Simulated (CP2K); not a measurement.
TiSi:

```xyz
2
Lattice="2.7898 0.0000 0.0000 -0.4251 2.7572 0.0000 0.0000 0.0000 3.8039" Properties=species:S:1:pos:R:3 pbc="T T T"
Ti    1.1824    1.3786    0.0000
Si    0.0000    0.0000    1.9020
```

The cell comes from a database or a generator and needn't be the stable form of this composition.

Program: CP2K 2026.2. Alike in all runs: task single point; level PBE; no spin polarisation; cell as given; k mesh 10 × 10 × 7; smearing fermi-dirac 0.05 eV. Hardware: 1 thread of Arm Neoverse V2, on a shared host.

Task: Order these runs on this cell by their wall time, lowest first.
A. potentials or basis POTENTIAL_UZH Ti GTH-PBE-q12, Si GTH-PBE-q4; TZV2P-MOLOPT-PBE-GTH basis; ADDED_MOS [13]
B. potentials or basis GTH_POTENTIALS Ti GTH-PBE-q12, Si GTH-PBE-q4; TZVP-MOLOPT-SR-GTH, TZVP-MOLOPT-GTH basis; ADDED_MOS [13]
C. potentials or basis GTH_POTENTIALS Ti GTH-PBE-q12, Si GTH-PBE-q4; SZV-MOLOPT-SR-GTH basis; ADDED_MOS [6]

Result: C (14 s), B (70 s), A (160 s).
